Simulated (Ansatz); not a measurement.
# SnO2 (Pa-3) in Ansatz: notebook

Aim: see how the results for SnO2 move with the level of theory and the settings. Levels: PBEsol, RPBE. Tasks: band structure.

Everything below comes from runs of Ansatz 0.2.0. Logs are shortened: lines on timing, memory, paths and dates and some standing lists are left out, and cuts for length are marked.

**1. The structure**

It takes space group Pa-3 (No. 205, cubic). Conventional cell: a = 5.175 Å, b = 5.175 Å, c = 5.175 Å, α = 90.00°, β = 90.00°, γ = 90.00°. Sn (site symmetry -3) has 6 O at 2.11 Å as nearest neighbours. O (site symmetry 3) is surrounded by 3 Sn at 2.11 Å.

Measurements of this composition are mostly on another form, of space group No. 136.

**2. Band structure, PBEsol**

File input.yaml:

```yaml
crystal:
  lattice:
    - [5.175256, 0.0, 0.0]
    - [0.0, 5.175256, 0.0]
    - [0.0, 0.0, 5.175256]
  atoms:
    - { symbol: Sn, position: [0.0, 0.0, 0.0] }
    - { symbol: Sn, position: [0.5, 0.0, 0.5] }
    - { symbol: Sn, position: [0.5, 0.5, 0.0] }
    - { symbol: Sn, position: [0.0, 0.5, 0.5] }
    - { symbol: O, position: [0.661098, 0.838902, 0.161098] }
    - { symbol: O, position: [0.838902, 0.161098, 0.661098] }
    - { symbol: O, position: [0.161098, 0.661098, 0.838902] }
    - { symbol: O, position: [0.338902, 0.338902, 0.338902] }
    - { symbol: O, position: [0.661098, 0.661098, 0.661098] }
    - { symbol: O, position: [0.838902, 0.338902, 0.161098] }
    - { symbol: O, position: [0.161098, 0.838902, 0.338902] }
    - { symbol: O, position: [0.338902, 0.161098, 0.838902] }
hamiltonian:
  xc: pbesol
  pseudopotentials: { kind: paw }
kpoints:
  mp_grid: { grid: [4, 4, 4] }
  band_path:
    path:
      - [[0.0, 0.0, 0.0], [0.0, 0.5, 0.0], [0.5, 0.5, 0.0], [0.0, 0.0, 0.0], [0.5, 0.5, 0.5], [0.0, 0.5, 0.0]]
      - [[0.5, 0.5, 0.0], [0.5, 0.5, 0.5]]
    npoints: 10
scf:
  occupations: { method: fermi_dirac, width: 0.05 }
  n_extra_bands: 30
output:
  forces: true
  stress: true
  eigenvalues: true
  fatbands: true
```

Potentials or basis: Ansatz PAW.

Started as:

```
$ ansatz run input.yaml --threads 4 --pin off --max-ram 11264MiB --backend cpu --events-out ev --progress --plain --runs-dir out
```

The program printed:

```text
Warning: RAYON_NUM_THREADS=4 ignored (pool sized by the plan → 4); use --threads N
scf.n_extra_bands = 30 over 52 filled bands (N_el = 104.0): the run solves 82 bands
Engine: ansatz 0.2.0, aarch64-unknown-linux-gnu
Pseudopotentials: kind: paw
Pseudopotential: Sn, paw, valence charge 14, recommended cutoff 420 eV (normal), Sn.paw.azcp
Pseudopotential: O, paw, valence charge 6, recommended cutoff 420 eV (normal), O.paw.azcp
Functional definition: PBEsol
  exchange = pbesol_x
  correlation = pbesol_c
Crystal: 12 atoms, lattice volume = 138.610 Å³
Basis set: ecut = 420 eV, 2721 PW (Γ), exchange–correlation on 72×72×72 points (8 copies of the dense FFT grid, shifted against one another)
Bands: 82, of which v1, the nominal top of the filled ones, is band 52 counted from 1 (51 counted from 0)
Symmetry: 24 space group operations
Space group: Pa-3 (ITA 205), of the structure as read, at distance tolerance 5.2e-5 Å
k-points: 11 of 64
Non-local potential: Sn, projectors of the file, l = 0: 2, l = 1: 2, l = 2: 2, l = 3: 2
Non-local potential: O, projectors of the file, l = 0: 2, l = 1: 2, l = 2: 1
PAW form: soft (Blöchl's): semilocal exchange-correlation on the pseudo side does not see the compensation charge
PAW frozen core: Sn, regenerated for the run's functional, and the local potential with it (the file was generated under x = pbe(κ = 0.804, μ = 0.2195149727645171), c = pbe(β = 0.06672455060314922))
[... 28 lines left out ...]
  E_nonlocal   = 276.257560
  E_hartree    = 2642.542409
  E_xc         = -2086.013169
  E_vxc        = -1121.577003  (∫ρ·V_xc dr)
  E_paw        = -17521.559603  (= ΣΔE_a)
  E_vpaw       = -1770.099047  (= ΣTr[D̂ρ^β])
  E_aug_tail   = 0.019351  (compensation charges beyond the density's cutoff)
  E_ewald      = -8758.422399
  E_core_change = 1.421662  (= ΣΔE_core)
  E_smearing   = -0.000617  (= −TS)
  E_closure    = 0.000000  (closes the sum)
  Σ components = -28285.035568   (vs F -28285.035568, Δ=0.00e0)
--- Forces (eV/Å), atoms counted from 1 ---
  atom   1  Sn     0.00000000    -0.00000000     0.00000000
  atom   2  Sn     0.00000000    -0.00000000     0.00000000
  atom   3  Sn     0.00000000    -0.00000000     0.00000000
  atom   4  Sn     0.00000000    -0.00000000     0.00000000
  atom   5  O      0.01242656    -0.01242656     0.01242656
  atom   6  O     -0.01242656     0.01242656     0.01242656
  atom   7  O      0.01242656     0.01242656    -0.01242656
  atom   8  O     -0.01242656    -0.01242656    -0.01242656
  atom   9  O      0.01242656     0.01242656     0.01242656
  atom  10  O     -0.01242656    -0.01242656     0.01242656
  atom  11  O      0.01242656    -0.01242656    -0.01242656
  atom  12  O     -0.01242656     0.01242656    -0.01242656
  max |Σ_I F_I| component: 2.43e-17 eV/Å
--- Stress (GPa, compression-positive) ---
       -7.170334      -0.000000       0.000000
       -0.000000      -7.170334       0.000000
        0.000000       0.000000      -7.170334
  P = ⅓ Tr σ = -7.1703 GPa (-71.703 kbar)
--- Band table (eV; the first three rows and the last of 11) ---
  k-point 0: bands = ["-10.8127", "-10.8127", "-10.8127", "-10.1258", "-10.1258", "-10.1258", "-10.0734", "-10.0734", "-10.0281", "-10.0119", "-10.0119", "-10.0119", "-9.9504", "-9.9504", "-9.9504", "-9.8828", "-9.8828", "-9.8828", "-9.8799", "-9.8799", "-8.7043", "-7.0721", "-7.0721", "-7.0721", "-6.0903", "-5.3534", "-5.3534", "-5.3534", "2.8294", "2.8294", "2.8294", "4.7824", "4.7824", "4.7824", "5.1588", "5.1588", "7.4053", "7.4053", "7.4053", "7.8347", "7.8347", "7.8347", "8.1872", "8.8595", "8.8595", "8.8595", "9.1815", "9.1815", "9.6072", "9.8472", "9.8472", "9.8472", "10.4126", "15.5800", "15.5800", "15.5800", "17.1269", "17.1269", "17.1269", "18.2958", "18.2958", "18.2958", "18.5290", "21.1062", "21.1062", "22.1021", "22.1021", "22.1021", "22.4181", "22.4181", "22.4181", "23.8835", "23.9992", "23.9992", "23.9992", "27.1503", "27.1503", "27.1503", "28.3899", "28.3899", "28.9166", "28.9166"]
  k-point 1: bands = ["-10.7481", "-10.7449", "-10.7273", "-10.2068", "-10.2013", "-10.1852", "-10.1126", "-10.0735", "-10.0327", "-10.0191", "-10.0089", "-10.0052", "-9.9665", "-9.9653", "-9.9498", "-9.9056", "-9.8956", "-9.8936", "-9.8859", "-9.8852", "-8.5315", "-7.3976", "-6.8363", "-6.7785", "-6.0878", "-5.5626", "-5.4617", "-5.4013", "2.5397", "2.6232", "3.3484", "4.8542", "4.9584", "5.0813", "5.2919", "5.8096", "6.7993", "6.9140", "6.9652", "7.7952", "7.9054", "8.0926", "8.2519", "8.3394", "8.8016", "8.9990", "9.0528", "9.1912", "9.3618", "9.7520", "9.7935", "9.8831", "11.7832", "14.8681", "14.8829", "15.2653", "17.3403", "17.5326", "17.9000", "18.2594", "18.4323", "18.4992", "18.8528", "20.3541", "21.2375", "21.8252", "21.8935", "22.0885", "22.3826", "22.5612", "22.7081", "24.0965", "24.1865", "24.4337", "24.9661", "25.3863", "26.4687", "26.5196", "27.3554", "27.6760", "28.9877", "29.3317"]
  k-point 2: bands = ["-10.6484", "-10.6484", "-10.4940", "-10.4940", "-10.3117", "-10.3117", "-10.0866", "-10.0866", "-10.0261", "-10.0261", "-10.0042", "-10.0042", "-9.9602", "-9.9602", "-9.9350", "-9.9350", "-9.9098", "-9.9098", "-9.8898", "-9.8898", "-8.0339", "-8.0339", "-6.3520", "-6.3520", "-6.1370", "-6.1370", "-5.5030", "-5.5030", "2.3835", "2.3835", "4.6137", "4.6137", "4.9847", "4.9847", "5.9321", "5.9321", "6.4858", "6.4858", "6.8994", "6.8994", "8.2311", "8.2311", "8.4380", "8.4380", "8.5531", "8.5531", "9.1807", "9.1807", "9.4602", "9.4602", "9.9063", "9.9063", "13.4813", "13.4813", "14.6789", "14.6789", "17.4950", "17.4950", "18.2912", "18.2912", "19.1927", "19.1927", "19.4115", "19.4115", "21.1740", "21.1740", "21.7534", "21.7534", "22.9796", "22.9796", "23.3275", "23.3275", "24.5513", "24.5513", "25.0441", "25.0441", "25.7085", "25.7085", "27.3539", "27.3539", "28.8087", "28.8087"]
  k-point 10: bands = ["-10.6871", "-10.6871", "-10.6871", "-10.6871", "-10.0950", "-10.0950", "-10.0950", "-10.0950", "-10.0281", "-10.0281", "-10.0281", "-10.0281", "-9.9110", "-9.9110", "-9.9110", "-9.9110", "-9.9028", "-9.9028", "-9.9028", "-9.9028", "-7.0591", "-7.0591", "-7.0591", "-7.0591", "-6.1402", "-6.1402", "-6.1402", "-6.1402", "3.8441", "3.8441", "3.8441", "3.8441", "5.9225", "5.9225", "5.9225", "5.9225", "6.3009", "6.3009", "6.3009", "6.3009", "8.3040", "8.3040", "8.3040", "8.3040", "8.7091", "8.7091", "8.7091", "8.7091", "9.2862", "9.2862", "9.2862", "9.2862", "14.8380", "14.8380", "14.8380", "14.8380", "17.0525", "17.0525", "17.0525", "17.0525", "20.7395", "20.7395", "20.7395", "20.7395", "21.3592", "21.3592", "21.3592", "21.3592", "22.2886", "22.2886", "22.2886", "22.2886", "23.7394", "23.7394", "23.7394", "23.7394", "26.3188", "26.3188", "26.3188", "26.3188", "30.0317", "30.0317"]
```

bands.tsv:

```text
[... 79 lines left out ...]
```

Run time: 17 s. Hardware: 4 threads of Arm Neoverse V1, shared host; peak memory 0.7 GiB.

Results:

```
Free energy             : -28285.0356 eV
Pressure                : -7.2 GPa
Largest force           : 0.022 eV/Å
Band gap on the k mesh  : 0.51 eV, indirect (least direct gap 0.57 eV)
Band gap along the path : 0.50 eV, indirect (least direct gap 0.57 eV)
```

Forces on the atoms (eV/Å):
```
Sn   0.000  0.000  0.000
Sn   0.000  0.000  0.000
Sn   0.000  0.000  0.000
Sn   0.000  0.000  0.000
O    0.012 -0.012  0.012
O   -0.012  0.012  0.012
O    0.012  0.012 -0.012
O   -0.012 -0.012 -0.012
O    0.012  0.012  0.012
O   -0.012 -0.012  0.012
O    0.012 -0.012 -0.012
O   -0.012  0.012 -0.012
```

Levels at the corners of the path, in eV from the valence-band top:
| point | band 48 | band 49 | band 50 | band 51 | band 52 | band 53 | band 54 | band 55 | band 56 | band 57 |
| --- | --- | --- | --- | --- | --- | --- | --- | --- | --- | --- |
| Γ | -0.73 | -0.31 | -0.07 | -0.07 | -0.07 | 0.50 | 5.67 | 5.67 | 5.67 | 7.21 |
| X | -0.73 | -0.45 | -0.45 | -0.01 | -0.01 | 3.57 | 3.57 | 4.77 | 4.77 | 7.58 |
| M | -1.13 | -0.31 | -0.31 | -0.31 | -0.31 | 4.44 | 4.44 | 4.44 | 4.44 | 7.67 |
| Γ | -0.73 | -0.31 | -0.07 | -0.07 | -0.07 | 0.50 | 5.67 | 5.67 | 5.67 | 7.21 |
| R | -1.20 | -0.63 | -0.63 | -0.63 | -0.63 | 4.92 | 4.92 | 4.92 | 4.92 | 7.14 |
| X | -0.73 | -0.45 | -0.45 | -0.01 | -0.01 | 3.57 | 3.57 | 4.77 | 4.77 | 7.58 |
| M | -1.13 | -0.31 | -0.31 | -0.31 | -0.31 | 4.44 | 4.44 | 4.44 | 4.44 | 7.67 |
| R | -1.20 | -0.63 | -0.63 | -0.63 | -0.63 | 4.92 | 4.92 | 4.92 | 4.92 | 7.14 |

Caveat: the pressure holds a Pulay correction of +0.9 GPa for the finite cutoff; spin-orbit coupling is left out, which moves the levels of the heavy elements; the PAW data sets come from PBE, with cores solved anew for the run's functional, which leaves a small shift of forces and pressure. A hybrid or GW would open this gap; PBEsol tends to underestimate it.

**3. Band structure, RPBE**

input.yaml: that of step 2 with these lines changed.

```diff
@@ -19,3 +19,3 @@
 hamiltonian:
-  xc: pbesol
+  xc: rpbe
   pseudopotentials: { kind: paw }
@@ -35,2 +35,2 @@
   eigenvalues: true
-  fatbands: true
+  fatbands: false
```

Potentials or basis: Ansatz PAW.

Started as:

```
$ ansatz run input.yaml --threads 4 --pin off --max-ram 11264MiB --backend cpu --events-out ev --progress --plain --runs-dir out
```

It took 12 s on 4 threads of Arm Neoverse V1, shared host; peak memory 0.7 GiB.

It converged, with:

```
Free energy             : -28682.4926 eV
Pressure                : 3.6 GPa
Largest force           : 0.015 eV/Å
Band gap on the k mesh  : 0.64 eV, indirect (least direct gap 0.69 eV)
Band gap along the path : 0.63 eV, indirect (least direct gap 0.69 eV)
```

Forces in eV/Å, atoms in the order of the input:
```
Sn   0.000  0.000  0.000
Sn   0.000  0.000  0.000
Sn   0.000  0.000  0.000
Sn   0.000  0.000  0.000
O   -0.009  0.009 -0.009
O    0.009 -0.009 -0.009
O   -0.009 -0.009  0.009
O    0.009  0.009  0.009
O   -0.009 -0.009 -0.009
O    0.009  0.009 -0.009
O   -0.009  0.009  0.009
O    0.009 -0.009  0.009
```

Levels at the corners of the path, in eV from the valence-band top:
```tsv
point	band 49	band 50	band 51	band 52	band 53	band 54	band 55	band 56
Γ	-0.28	-0.06	-0.06	-0.06	0.63	5.82	5.82	5.82
X	-0.44	-0.44	-0.01	-0.01	3.70	3.70	4.94	4.94
M	-0.30	-0.30	-0.30	-0.30	4.58	4.58	4.58	4.58
Γ	-0.28	-0.06	-0.06	-0.06	0.63	5.82	5.82	5.82
R	-0.61	-0.61	-0.61	-0.61	5.06	5.06	5.06	5.06
X	-0.44	-0.44	-0.01	-0.01	3.70	3.70	4.94	4.94
M	-0.30	-0.30	-0.30	-0.30	4.58	4.58	4.58	4.58
R	-0.61	-0.61	-0.61	-0.61	5.06	5.06	5.06	5.06
```

Caveat: the pressure holds a Pulay correction of +0.8 GPa for the finite cutoff; spin-orbit coupling is left out, which moves the levels of the heavy elements; the PAW data sets come from PBE, with cores solved anew for the run's functional, which leaves a small shift of forces and pressure.
